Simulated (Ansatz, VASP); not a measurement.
CdF2 in VASP and in Ansatz

File INCAR:

```
SYSTEM = CdF2
ALGO = Normal ; EDIFF = 1E-6
ENCUT = 520 ; GGA = CA
ISIF = 2 ; ISMEAR = -1
LASPH = .True. ; LCHARG = .False.
LREAL = .False. ; LWAVE = .False.
NBANDS = 20 ; NELM = 100
PREC = Accurate ; SIGMA = 0.05
```

The input KPOINTS:

```
k-points
0
Gamma
  9 9 9
  0 0 0
```

File POSCAR:

```
CdF2
1.0
    0.0000000000      2.7118415796      2.7118415796
    2.7118415796      0.0000000000      2.7118415796
    2.7118415796      2.7118415796      0.0000000000
Cd F
1 2
Direct
    0.0000000000      0.0000000000      0.0000000000
    0.7500000000      0.7500000000      0.7500000000
    0.2500000000      0.2500000000      0.2500000000
```

The input input.yaml:

```yaml
crystal:
  lattice:
    - [0.0, 2.7118415796, 2.7118415796]
    - [2.7118415796, 0.0, 2.7118415796]
    - [2.7118415796, 2.7118415796, 0.0]
  atoms:
    - { symbol: Cd, position: [0.0, 0.0, 0.0] }
    - { symbol: F, position: [0.75, 0.75, 0.75] }
    - { symbol: F, position: [0.25, 0.25, 0.25] }
hamiltonian:
  xc: lda
  pseudopotentials: { kind: paw }
kpoints:
  mp_grid: { grid: [9, 9, 9] }
scf:
  occupations: { method: fermi_dirac, width: 0.05 }
output:
  forces: true
  stress: true
  eigenvalues: true
  write_density: true
  write_potential: true
  elf: true
  volumetric_format: npy
```

Alike in both runs: task single point; functional LDA; k mesh 9 × 9 × 9; occupations fermi-dirac, width 0.05 eV; no spin polarisation.

```csv
,VASP,Ansatz
version,VASP 6.6.1,Ansatz 0.2.0
potentials or method,"VASP PAW LDA potentials, release 64 (Cd, F)",Ansatz PAW
plane-wave cutoff (eV),520,420
valence electrons in the cell,26,34
```

|  | VASP | Ansatz | Ansatz less VASP |
| --- | --- | --- | --- |
| gap on the k mesh at the Fermi level (eV) | 2.76 | 2.77 | +0.013 |
| least direct gap on the mesh (eV) | 3.23 | 3.24 | +0.006 |
| pressure (GPa) | -6.7 | -7.6 | -0.89 |

The two sets of potentials don't hold the same shells in valence.

Caveats: an odd mesh through Γ misses points on the zone boundary, where band edges often lie (VASP); odd divisions of the mesh miss points on the zone boundary, where band edges often lie, so the gap on the mesh can be too wide (Ansatz); the pressure holds a Pulay correction of +0.9 GPa for the finite cutoff (Ansatz); the PAW data sets come from PBE, with cores solved anew for the run's functional, which leaves a small shift of forces and pressure (Ansatz).
